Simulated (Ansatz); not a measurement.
# twin(10-13) boundary in hcp Ru with Al (substitutional): structure and resistance

How much does the twin(10-13) boundary in hcp Ru with Al (substitutional) reflect electrons?

Method: Ansatz plane-wave DFT, PBE, PAW files; relaxation of a bicrystal slab with its lowest layers held; PAW set soft_1, in the first sound run; inputs show where later runs differ, in Ansatz 0.2.0.

### 1. The starting structure

The cell holds 33 atoms: 32 Ru and 1 Al. Its edges and angles: a = 8.342 Å, b = 2.706 Å, c = 31.616 Å, α = 90.0°, β = 90.0°, γ = 80.7°. It derives from Ru. built on the (1 0 3) plane; 1 overlapping atoms removed and the grains opened by 0.3 Å. Vacuum lies along c.

### 2. Relaxing the bicrystal

The boundary is built by mirroring the lower grain in the boundary plane and removing any atoms that overlap; then the Al is put in at the boundary. A thin bicrystal slab is relaxed first, with the lowest layers held and the upper grain free to shift and open.

File input.yaml:

```yaml
crystal:
  lattice:
    - [8.3417110409, 0.0, 0.0]
    - [0.4388400416, 2.669976228, 0.0]
    - [0.0, 0.0, 31.6163062302]
  atoms:
    - { symbol: Ru, position: [0.708785593, 0.1039405368, 0.1581462415] }
    - { symbol: Ru, position: [0.0061764829, 0.955245092, 0.1902757162] }
    - { symbol: Ru, position: [0.4656546609, 0.7255060029, 0.1967016111] }
    - { symbol: Ru, position: [0.7630455507, 0.576810558, 0.2288310859] }
    - { symbol: Ru, position: [0.2225237287, 0.3470714689, 0.2352569808] }
    - { symbol: Ru, position: [0.5199146185, 0.1983760241, 0.2673864555] }
    - { symbol: Ru, position: [0.9793927965, 0.968636935, 0.2738123504] }
    - { symbol: Ru, position: [0.2767836864, 0.8199414902, 0.3059418252] }
    - { symbol: Ru, position: [0.7362618643, 0.5902024011, 0.3123677201] }
    - { symbol: Ru, position: [0.0336527542, 0.4415069563, 0.3444971948] }
    - { symbol: Ru, position: [0.4931309322, 0.2117678672, 0.3509230898] }
    - { symbol: Ru, position: [0.790521822, 0.0630724224, 0.3830525645] }
    - { symbol: Ru, position: [0.25, 0.8333333333, 0.3894784594] }
    - { symbol: Al, position: [0.5473908898, 0.6846378885, 0.4216079341] }
    - { symbol: Ru, position: [0.25, 0.8333333333, 0.4632261833] }
    - { symbol: Ru, position: [0.790521822, 0.0630724224, 0.4696520783] }
    - { symbol: Ru, position: [0.4931309322, 0.2117678672, 0.501781553] }
    - { symbol: Ru, position: [0.0336527542, 0.4415069563, 0.5082074479] }
    - { symbol: Ru, position: [0.7362618643, 0.5902024011, 0.5403369226] }
    - { symbol: Ru, position: [0.2767836864, 0.8199414902, 0.5467628176] }
    - { symbol: Ru, position: [0.9793927965, 0.968636935, 0.5788922923] }
    - { symbol: Ru, position: [0.5199146185, 0.1983760241, 0.5853181872] }
    - { symbol: Ru, position: [0.2225237287, 0.3470714689, 0.6174476619] }
    - { symbol: Ru, position: [0.7630455507, 0.576810558, 0.6238735569] }
    - { symbol: Ru, position: [0.4656546609, 0.7255060029, 0.6560030316] }
    - { symbol: Ru, position: [0.0061764829, 0.955245092, 0.6624289265] }
    - { symbol: Ru, position: [0.708785593, 0.1039405368, 0.6945584013] }
    - { symbol: Ru, position: [0.2493074151, 0.3336796259, 0.7009842962] }
    - { symbol: Ru, position: [0.9519165252, 0.4823750707, 0.7331137709] }
    - { symbol: Ru, position: [0.4924383472, 0.7121141598, 0.7395396658] }
    - { symbol: Ru, position: [0.1950474574, 0.8608096046, 0.7716691406] }
    - { symbol: Ru, position: [0.7355692794, 0.0905486937, 0.7780950355] }
    - { symbol: Ru, position: [0.4381783896, 0.2392441385, 0.8102245102] }
kpoints:
  mp_grid: { grid: [3, 9, 1] }
hamiltonian:
  xc: pbe
  pseudopotentials: { kind: paw, azcp: { folder: soft_1 } }
scf:
  occupations: { method: fermi_dirac, width: 0.1 }
relax:
  f_tol: 0.03
  max_steps: 80
  constraints: [{ sites: [0, 1, 2, 3, 4, 5] }]
```

Command:

```bash
$ ansatz run input.yaml --threads 4 --pin off --max-ram 15360MiB --backend cpu --events-out ev --progress --plain --runs-dir out
```

Numbers of over 12 decimals in the logs are rounded to 6 here.

The program printed:

```text
Warning: crystal.symmetry: narrowed to the stabiliser of the k-point mesh — unitary ops 2 → 1; excluded 1 operation that carries a point of the 3×9×1 mesh (shift [0, 0, 0]) off the mesh (the run samples exactly the mesh kpoints.mp_grid names, as under crystal.symmetry.detect: false, and its converged state has the mesh's symmetry, not the crystal's; ε∞, the Born charges and the force constants of a linear response (`dielectric:` by the response, `phonons.method: dfpt`) are averaged over those of the crystal's operations that the state keeps within a tolerance, where `mesh_tensors`, `unaveraged_element` or `gamma_mean_max_change_ev_ang2` stands beside them; [rest of the remark cut]
Engine: ansatz 0.2.0, aarch64-unknown-linux-gnu
Pseudopotentials: kind: paw
Pseudopotential: Ru, paw, valence charge 16, recommended cutoff 420 eV (normal), soft_1/Ru.paw.azcp
Pseudopotential: Al, paw, valence charge 3, recommended cutoff 420 eV (normal), soft_1/Al.paw.azcp
Functional definition: PBE
  parameter kappa = 0.804
  parameter beta = 0.066725
  exchange = pbe_x(kappa = kappa, mu = beta*pi^2/3)
  correlation = pbe_c(beta = beta)
Crystal: 33 atoms, lattice volume = 704.164 Å³
Basis set: ecut = 420 eV, 13839 PW (Γ), exchange–correlation on 120×40×432 points (8 copies of the dense FFT grid, shifted against one another)
Bands: 309, of which v1, the nominal top of the filled ones, is band 258 counted from 1 (257 counted from 0)
Symmetry: 1 space group operations
k-points: 14 of 27 (time reversal used)
Non-local potential: Ru, projectors of the file, l = 0: 3, l = 1: 2, l = 2: 2, l = 3: 1
Non-local potential: Al, projectors of the file, l = 0: 2, l = 1: 2, l = 2: 1
PAW form: soft (Blöchl's): semilocal exchange-correlation on the pseudo side does not see the compensation charge
PAW one-centre angular grid: Ru, 590 points (default); XC on 64 Gauss nodes
PAW one-centre angular grid: Al, 110 points (default); XC on 64 Gauss nodes
Initial density: superposition of atomic densities (neutral atoms: chi_scale 0, normalization atom)
Initial wavefunctions: pseudopotential atomic-orbital guess
Functional: x = pbe(κ = 0.804, μ = 0.219515), c = pbe(β = 0.066725)
SCF iter   1: F=—  HF=-188667.547171 eV  |F-HF|=—  |Δ(HF+E_count)|=         —  Δρ=9.44e-2  dr2=2.07e2  ethr=3.10e-3  ⟨swp⟩=7.4  Hψ=16817  notcnv=0  defer=10
preconditioner: auto → LDOS  [metal: Δε(μ)=0.002 eV  Ē_g=4.911 eV  σ=0.100 eV  W_gap=0.01  n_scr=192 (ndim 8)  ℏωp=22.5 eV  f_vac=0.299  D(μ)=30.54/eV (n_scr^D=266)  β→1.0]
SCF iter   2: F=—  HF=-188670.063271 eV  |F-HF|=—  |Δ(HF+E_count)|=    2.52e0  Δρ=9.93e-2  dr2=1.10e2  ethr=3.10e-3  ⟨swp⟩=4.0  Hψ=11958  notcnv=0  defer=23
SCF iter   3: F=—  HF=-188646.618304 eV  |F-HF|=—  |Δ(HF+E_count)|=    2.34e1  Δρ=6.77e-3  dr2=6.38e-1  ethr=3.10e-3  ⟨swp⟩=3.0  Hψ=10280  notcnv=0  defer=38
SCF iter   4: F=—  HF=-188646.518930 eV  |F-HF|=—  |Δ(HF+E_count)|=   9.94e-2  Δρ=3.29e-3  dr2=1.53e-1  ethr=1.24e-4  ⟨swp⟩=3.3  Hψ=9795  notcnv=0  defer=38
SCF iter   5: F=—  HF=-188646.489222 eV  |F-HF|=—  |Δ(HF+E_count)|=   2.97e-2  Δρ=1.09e-3  dr2=2.50e-2  ethr=2.98e-5  ⟨swp⟩=2.1  Hψ=6678  notcnv=0  defer=38
SCF iter   6: F=—  HF=-188646.490341 eV  |F-HF|=—  |Δ(HF+E_count)|=   1.12e-3  Δρ=4.47e-4  dr2=2.52e-3  ethr=4.86e-6  ⟨swp⟩=2.2  Hψ=6215  notcnv=0  defer=38
SCF iter   7: F=—  HF=-188646.491879 eV  |F-HF|=—  |Δ(HF+E_count)|=   1.54e-3  Δρ=1.48e-4  dr2=1.03e-3  ethr=4.89e-7  ⟨swp⟩=2.5  Hψ=6753  notcnv=0  defer=38
SCF iter   8: F=—  HF=-188646.491855 eV  |F-HF|=—  |Δ(HF+E_count)|=   2.37e-5  Δρ=6.59e-5  dr2=1.06e-4  ethr=2.00e-7  ⟨swp⟩=2.1  Hψ=6244  notcnv=0  defer=38
SCF iter   9: F=—  HF=-188646.491872 eV  |F-HF|=—  |Δ(HF+E_count)|=   1.67e-5  Δρ=3.22e-5  dr2=2.26e-5  ethr=2.05e-8  ⟨swp⟩=2.1  Hψ=6301  notcnv=0  defer=38
SCF iter  10: F=-188646.491869 eV  HF=-188646.491870 eV  |F-HF|=1.58e-6  |Δ(HF+E_count)|=   1.16e-6  Δρ=1.16e-5  dr2=2.53e-6  ethr=4.37e-9  ⟨swp⟩=4.6  Hψ=12474  notcnv=0
SCF 1 converged in 10 iterations: F = -188646.491869 eV  dr2 = 2.53e-6
  greatest PAW one-centre occupation: 1.000 electrons in one spin orbital (limit 2), on the Ru atom at site 18 (counted from 0), in its partial waves of l = 0
relax step   1: F+E_penalty+E_count = -188646.49186888 eV  Δ(F+E_penalty+E_count) = +0.000e0 eV  max|allowed force component| = 1.097e0 eV/Å  Δτ_max = 0.0000 Å  (10 SCF iters, dr2 threshold 2.25e-5 eV, accepted)
Initial density: handed on by an earlier stage of this run
Initial wavefunctions: those handed on with the density
iter 1 solved again at ethr=1.77e-3 eV; its pass at ethr=3.10e-3 eV (dr2=9.14e0 eV) is discarded
SCF iter   1: F=—  HF=-188647.245598 eV  |F-HF|=—  |Δ(HF+E_count)|=         —  Δρ=1.53e-2  dr2=9.21e0  ethr=1.77e-3  ⟨swp⟩=1.0  Hψ=14990  notcnv=0  defer=20
preconditioner: auto → LDOS  [metal: Δε(μ)=0.011 eV  Ē_g=4.524 eV  σ=0.100 eV  W_gap=0.03  n_scr=192 (ndim 8)  ℏωp=22.5 eV  f_vac=0.305  D(μ)=33.31/eV (n_scr^D=294)  β→1.0]
SCF iter   2: F=—  HF=-188647.055973 eV  |F-HF|=—  |Δ(HF+E_count)|=   1.90e-1  Δρ=6.45e-3  dr2=5.00e-1  ethr=1.77e-3  ⟨swp⟩=2.1  Hψ=4815  notcnv=0  defer=20
SCF iter   3: F=—  HF=-188646.991931 eV  |F-HF|=—  |Δ(HF+E_count)|=   6.40e-2  Δρ=3.78e-3  dr2=1.71e-1  ethr=9.72e-5  ⟨swp⟩=3.0  Hψ=10177  notcnv=0  defer=34
SCF iter   4: F=—  HF=-188646.948545 eV  |F-HF|=—  |Δ(HF+E_count)|=   4.34e-2  Δρ=6.57e-4  dr2=4.37e-3  ethr=3.31e-5  ⟨swp⟩=2.0  Hψ=6477  notcnv=0  defer=34
SCF iter   5: F=—  HF=-188646.948655 eV  |F-HF|=—  |Δ(HF+E_count)|=   1.10e-4  Δρ=1.49e-4  dr2=2.58e-4  ethr=8.48e-7  ⟨swp⟩=3.6  Hψ=9392  notcnv=0  defer=35
SCF iter   6: F=-188646.948697 eV  HF=-188646.948695 eV  |F-HF|=1.81e-6  |Δ(HF+E_count)|=   3.97e-5  Δρ=6.12e-5  dr2=3.94e-5  ethr=1.46e-8  ⟨swp⟩=3.0  Hψ=16782  notcnv=0
SCF 2 converged in 6 iterations: F = -188646.948697 eV  dr2 = 3.94e-5
  greatest PAW one-centre occupation: 1.000 electrons in one spin orbital (limit 2), on the Ru atom at site 29 (counted from 0), in its partial waves of l = 0
relax step   2: F+E_penalty+E_count = -188646.94869675 eV  Δ(F+E_penalty+E_count) = -4.568e-1 eV  max|allowed force component| = 8.963e-1 eV/Å  Δτ_max = 0.1929 Å  (6 SCF iters, dr2 threshold 7.52e-5 eV, accepted)
iter 1 solved again at ethr=7.36e-4 eV; its pass at ethr=3.10e-3 eV (dr2=3.79e0 eV) is discarded
SCF iter   1: F=—  HF=-188647.204999 eV  |F-HF|=—  |Δ(HF+E_count)|=         —  Δρ=9.55e-3  dr2=3.75e0  ethr=7.36e-4  ⟨swp⟩=1.4  Hψ=14536  notcnv=0  defer=35
preconditioner: auto → LDOS  [metal: Δε(μ)=0.008 eV  Ē_g=4.535 eV  σ=0.100 eV  W_gap=0.02  n_scr=192 (ndim 8)  ℏωp=22.5 eV  f_vac=0.307  D(μ)=33.41/eV (n_scr^D=294)  β→1.0]
SCF iter   2: F=—  HF=-188647.128971 eV  |F-HF|=—  |Δ(HF+E_count)|=   7.60e-2  Δρ=4.69e-3  dr2=2.54e-1  ethr=7.29e-4  ⟨swp⟩=2.6  Hψ=6118  notcnv=0  defer=35
SCF iter   3: F=—  HF=-188647.096481 eV  |F-HF|=—  |Δ(HF+E_count)|=   3.25e-2  Δρ=3.02e-3  dr2=1.01e-1  ethr=4.94e-5  ⟨swp⟩=3.0  Hψ=9879  notcnv=0  defer=35
SCF iter   4: F=—  HF=-188647.074903 eV  |F-HF|=—  |Δ(HF+E_count)|=   2.16e-2  Δρ=2.97e-4  dr2=1.12e-3  ethr=1.96e-5  ⟨swp⟩=2.1  Hψ=7495  notcnv=0  defer=35
SCF iter   5: F=—  HF=-188647.075636 eV  |F-HF|=—  |Δ(HF+E_count)|=   7.33e-4  Δρ=8.72e-5  dr2=7.35e-5  ethr=2.18e-7  ⟨swp⟩=3.0  Hψ=9498  notcnv=0  defer=35
SCF iter   6: F=-188647.075656 eV  HF=-188647.075653 eV  |F-HF|=3.01e-6  |Δ(HF+E_count)|=   1.72e-5  Δρ=3.08e-5  dr2=8.67e-6  ethr=9.75e-9  ⟨swp⟩=4.9  Hψ=14376  notcnv=0
SCF 3 converged in 6 iterations: F = -188647.075656 eV  dr2 = 8.67e-6
relax step   3: F+E_penalty+E_count = -188647.07565614 eV  Δ(F+E_penalty+E_count) = -1.270e-1 eV  max|allowed force component| = 1.451e-1 eV/Å  Δτ_max = 0.1107 Å  (6 SCF iters, dr2 threshold 5.02e-5 eV, accepted)
[...]
relax step   4: F+E_penalty+E_count = -188647.08089561 eV  Δ(F+E_penalty+E_count) = -5.239e-3 eV  max|allowed force component| = 6.849e-2 eV/Å  Δτ_max = 0.0125 Å  (5 SCF iters, dr2 threshold 1.32e-6 eV, accepted)
SCF iter   1: F=—  HF=-188647.081197 eV  |F-HF|=—  |Δ(HF+E_count)|=         —  Δρ=6.08e-4  dr2=1.23e-2  ethr=7.84e-6  ⟨swp⟩=2.1  Hψ=7596  notcnv=0  defer=35
preconditioner: auto → LDOS  [metal: Δε(μ)=0.010 eV  Ē_g=4.533 eV  σ=0.100 eV  W_gap=0.02  n_scr=192 (ndim 8)  ℏωp=22.5 eV  f_vac=0.307  D(μ)=33.54/eV (n_scr^D=294)  β→1.0]
SCF iter   2: F=—  HF=-188647.080925 eV  |F-HF|=—  |Δ(HF+E_count)|=   2.72e-4  Δρ=2.70e-4  dr2=7.08e-4  ethr=2.38e-6  ⟨swp⟩=1.9  Hψ=5654  notcnv=0  defer=35
SCF iter   3: F=—  HF=-188647.080826 eV  |F-HF|=—  |Δ(HF+E_count)|=   9.82e-5  Δρ=1.66e-4  dr2=2.58e-4  ethr=1.37e-7  ⟨swp⟩=3.0  Hψ=9388  notcnv=0  defer=35
SCF iter   4: F=—  HF=-188647.080754 eV  |F-HF|=—  |Δ(HF+E_count)|=   7.27e-5  Δρ=6.71e-5  dr2=3.60e-5  ethr=5.01e-8  ⟨swp⟩=2.1  Hψ=6392  notcnv=0  defer=35
SCF iter   5: F=—  HF=-188647.081783 eV  |F-HF|=—  |Δ(HF+E_count)|=   1.03e-3  Δρ=1.50e-5  dr2=2.14e-6  ethr=6.99e-9  ⟨swp⟩=2.0  Hψ=6764  notcnv=0  defer=35
SCF iter   6: F=—  HF=-188647.081783 eV  |F-HF|=—  |Δ(HF+E_count)|=   4.04e-7  Δρ=3.98e-6  dr2=1.62e-7  ethr=4.15e-10  ⟨swp⟩=2.6  Hψ=9218  notcnv=0  defer=35
SCF iter   7: F=-188647.081783 eV  HF=-188647.081783 eV  |F-HF|=1.14e-9  |Δ(HF+E_count)|=   1.27e-8  Δρ=1.07e-6  dr2=1.42e-8  ethr=1.94e-11  ⟨swp⟩=5.0  Hψ=14867  notcnv=0
SCF 5 converged in 7 iterations: F = -188647.081783 eV  dr2 = 1.42e-8
relax step   5: F+E_penalty+E_count = -188647.08178277 eV  Δ(F+E_penalty+E_count) = -8.872e-4 eV  max|allowed force component| = 1.821e-2 eV/Å  Δτ_max = 0.0091 Å  (7 SCF iters, accepted)
SCF converged after 7 iterations
Free energy (F): -188647.081783 eV
Harris-Foulkes:  -188647.081783 eV  (|F-HF|=1.14e-9)
Internal energy: -188645.974003 eV  (E = F + TS)
E sigma→0 (E₀):  -188646.527893 eV
Entropy (-TS):   -1.107780 eV (-33.569 meV/atom)
Fermi energy:    12.932922 eV
--- Per-component energies (eV) ---
  E_band       = -7029.091490
  E_kinetic    = 14721.935917
  E_local      = -663425.877837  (includes V_loc(G=0)·N_el)
  E_nonlocal   = 13236.367135
  E_hartree    = 322244.861475
  E_xc         = -5460.246877
  E_vxc        = -6884.500211  (∫ρ·V_xc dr)
  E_paw        = -112524.313333  (= ΣΔE_a)
  E_vpaw       = -9166.772834  (= ΣTr[D̂ρ^β])
  E_aug_tail   = 0.020353  (compensation charges beyond the density's cutoff)
  E_ewald      = 242561.279165
  E_smearing   = -1.107780  (= −TS)
  E_closure    = -0.000000  (closes the sum)
  Σ components = -188647.081783   (vs F -188647.081783, Δ=0.00e0)
--- Forces (eV/Å), atoms counted from 1 ---
  atom   1  Ru    -0.15410684     0.02924071     0.98810621
  atom   2  Ru    -0.48730926     0.07615038     0.63730967
  atom   3  Ru     0.60702961    -0.10105976     0.45242883
  atom   4  Ru     0.03108500    -0.00314035    -0.75398145
  atom   5  Ru     0.29106902    -0.04907633    -0.83618323
  atom   6  Ru    -0.28732693     0.04826507    -0.49121093
  atom   7  Ru     0.00165755    -0.00027494     0.00366694
  atom   8  Ru    -0.00383987     0.00063797    -0.00201742
  atom   9  Ru     0.00164886    -0.00024382     0.00335877
  atom  10  Ru     0.00555235    -0.00087817    -0.01017225
  atom  11  Ru     0.00063179    -0.00002146     0.00105837
  atom  12  Ru    -0.00626077     0.00115207     0.00513442
  atom  13  Ru     0.00008409     0.00010136     0.00895888
  atom  14  Al     0.00411699    -0.00069367    -0.00322552
  atom  15  Ru    -0.00082256    -0.00011882    -0.01013388
  atom  16  Ru    -0.00733042     0.00102326    -0.00160620
  atom  17  Ru     0.00091065    -0.00019649     0.00202521
  atom  18  Ru     0.00258567    -0.00042570     0.00717765
  atom  19  Ru     0.00047060    -0.00006524    -0.00732001
  atom  20  Ru    -0.00051129     0.00002726    -0.00316877
  atom  21  Ru     0.00577808    -0.00092740     0.00198532
  atom  22  Ru    -0.00151949     0.00011068    -0.00111525
  atom  23  Ru    -0.00628909     0.00100458    -0.00013520
  atom  24  Ru    -0.00219906     0.00042235    -0.00383127
  atom  25  Ru     0.00316975    -0.00054439     0.00307839
  atom  26  Ru     0.00459080    -0.00097361     0.00022275
  atom  27  Ru    -0.00073840     0.00015468     0.00690407
  atom  28  Ru    -0.00242708     0.00052559    -0.00443529
  atom  29  Ru    -0.00131053     0.00028907     0.00724366
  atom  30  Ru     0.00686091    -0.00124417     0.01821348
  atom  31  Ru     0.00891414    -0.00161786     0.00145691
  atom  32  Ru    -0.00202193     0.00027276    -0.00849134
  atom  33  Ru    -0.01218276     0.00211752    -0.01141204
  max |Σ_I F_I| component: 1.11e-4 eV/Å
--- Relaxed structure (5 steps of the walk, 5 accepted, 0 SCFs on fresh bases) ---
  F+E_penalty+E_count = -188647.08178277 eV   max|allowed force component| = 1.821e-2 eV/Å
  atoms:
    - { symbol: Ru, position: [0.708786, 0.103941, 0.158146] }
    - { symbol: Ru, position: [0.00617648, 0.955245, 0.1902757162] }
    - { symbol: Ru, position: [0.4656546609, 0.725506, 0.196702] }
    - { symbol: Ru, position: [0.763046, 0.576811, 0.228831] }
    - { symbol: Ru, position: [0.222524, 0.347071, 0.235257] }
    - { symbol: Ru, position: [0.5199146185, 0.198376, 0.267386] }
    - { symbol: Ru, position: [0.977709, 0.969416, 0.273037] }
    - { symbol: Ru, position: [0.276100, 0.820277, 0.305145] }
    - { symbol: Ru, position: [0.732131, 0.592485, 0.313761] }
    - { symbol: Ru, position: [0.025216, 0.445564, 0.344558] }
    - { symbol: Ru, position: [0.486518, 0.214808, 0.351728] }
    - { symbol: Ru, position: [0.798409, 0.059039, 0.384846] }
    - { symbol: Ru, position: [0.240852, 0.837838, 0.387979] }
    - { symbol: Al, position: [0.548004, 0.683965, 0.423715] }
    - { symbol: Ru, position: [0.242024, 0.836806, 0.460132] }
    - { symbol: Ru, position: [0.796093, 0.059727, 0.463246] }
    - { symbol: Ru, position: [0.486363, 0.214625, 0.496167] }
    - { symbol: Ru, position: [0.024912, 0.445437, 0.502974] }
    - { symbol: Ru, position: [0.732559, 0.591748, 0.534306] }
    - { symbol: Ru, position: [0.276389, 0.819606, 0.543218] }
    - { symbol: Ru, position: [0.978671, 0.968738, 0.573702] }
    - { symbol: Ru, position: [0.518420, 0.198892, 0.581035] }
    - { symbol: Ru, position: [0.219194, 0.348188, 0.613582] }
    - { symbol: Ru, position: [0.763037, 0.576638, 0.618798] }
    - { symbol: Ru, position: [0.465552, 0.725422, 0.652022] }
    - { symbol: Ru, position: [0.00624966, 0.954893, 0.658686] }
    - { symbol: Ru, position: [0.708401, 0.103931, 0.690328] }
    - { symbol: Ru, position: [0.247072, 0.334629, 0.697225] }
    - { symbol: Ru, position: [0.953247, 0.481322, 0.731481] }
    - { symbol: Ru, position: [0.494180, 0.711204, 0.736399] }
    - { symbol: Ru, position: [0.201371, 0.857252, 0.766130] }
    - { symbol: Ru, position: [0.732782, 0.091625, 0.771299] }
    - { symbol: Ru, position: [0.433585, 0.241758, 0.803233] }
```

Run time: 12 min. Hardware: 4 threads of Arm Neoverse V1, shared host; peak memory 4.9 GiB; 47 min of CPU time.

The steps of the relaxation:

```csv
step,energy less that of the first step (eV),largest force component (eV/Å)
1,0.0000,1.0970
2,-0.4568,0.8963
3,-0.5838,0.1451
4,-0.5890,0.0685
5,-0.5899,0.0182
```

The atoms that moved most (Å):

```csv
atom,dx,dy,dz,length
Ru33,-0.037,0.007,-0.221,0.224
Ru32,-0.023,0.003,-0.215,0.216
Ru16,0.045,-0.009,-0.203,0.208
Ru19,-0.030,0.004,-0.191,0.193
Ru17,-0.055,0.008,-0.178,0.186
Ru31,0.051,-0.009,-0.175,0.183
Ru18,-0.071,0.010,-0.165,0.180
Ru21,-0.006,0.000,-0.164,0.164
```

This step gave:

| Property | Result |
| --- | --- |
| free energy | -188647.0818 eV |
| energy at zero smearing | -188646.5279 eV |
| Fermi energy | 12.93 eV |

The largest force component on a free atom ends at 0.018 eV/Å, under the tolerance of 0.03, after 5 steps.

(Continued in part 2 of 2.)

[Logs are printed without paths, hosts, clocks, repeated set-up lines and the standing remarks that a program may print on its own settings, such as how far it seeks lower states.]

[Hosts, paths, dates, database ids (printed as entryN), source tags and the programs' standing remarks are cut or masked in the printed files.]
